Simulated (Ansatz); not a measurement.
Runs of Ansatz 0.2.0 on MgB2. It takes space group P6/mmm (No. 191, hexagonal). The conventional cell has a = 3.085 Å, b = 3.085 Å, c = 3.523 Å, α = 90.00°, β = 90.00°, γ = 120.00°. Around Mg (site symmetry 6/mmm) lie 12 B at 2.51 Å. B (site symmetry -6m2) has 3 B at 1.78 Å as nearest neighbours. 

```csv
task,level,cell,k mesh,cutoff (eV),smearing,points for each segment of the path,atoms under strain,gap on the mesh (eV),pressure (GPa),relaxed volume (Å³/atom)
band structure,r2SCAN,as given,10 × 10 × 8,500,fermi-dirac 0.05 eV,14,-,none,-2.1,-
relaxation of cell and atoms,LDA+D3(BJ),relaxed,10 × 10 × 8,420,tetrahedron,-,-,none,0.0,8.89
band structure,LDA,as given,10 × 10 × 8,420,fermi-dirac 0.05 eV,14,-,none,(a),-
single point,PBEsol,as given,10 × 10 × 8,420,gaussian 0.02 eV,-,-,none,-3.0,-
relaxation of cell and atoms,BLYP+D4,relaxed,10 × 10 × 8,420,fermi-dirac 0.05 eV,-,-,none,0.0,(b)
relaxation of cell and atoms,BLYP+D3(BJ),relaxed,10 × 10 × 8,420,fermi-dirac 0.05 eV,-,-,none,0.0,9.05
elastic constants,PBEsol,as given,7 × 7 × 6,420,fermi-dirac 0.05 eV,-,clamped,none,-3.2,-
phonons,LDA,as given,7 × 7 × 6,420,fermi-dirac 0.05 eV,-,-,none,-,-
phonons,PBEsol,as given,7 × 7 × 6,420,fermi-dirac 0.05 eV,-,-,none,-,-
```

Alike in all rows: potentials or basis Ansatz PAW; no spin polarisation.

Question: Fill in the values left out.

Answer: (a) -7.5; (b) 9.21.

Caveats: the PAW data sets come from PBE, with cores solved anew for the run's functional, which leaves a small shift of forces and pressure; the plane-wave basis is chosen anew once the cell has moved, so the energies of steps on either side of that aren't comparable (some runs); pairwise dispersion overbinds metals, which lowers pressure and volume (some runs); with tetrahedron occupations forces and stress needn't match the slope of the energy (some runs); the dispersion damping was fitted for another functional or another form of the correction (some runs); the cell is more than 3 GPa from zero pressure, which shifts response properties (some runs); elastic constants of metals need much finer meshes, so these are rough (some runs).

A gap of «none» marks a metal or a gap under the smearing width.

Runs at the PBE level aren't shown here.
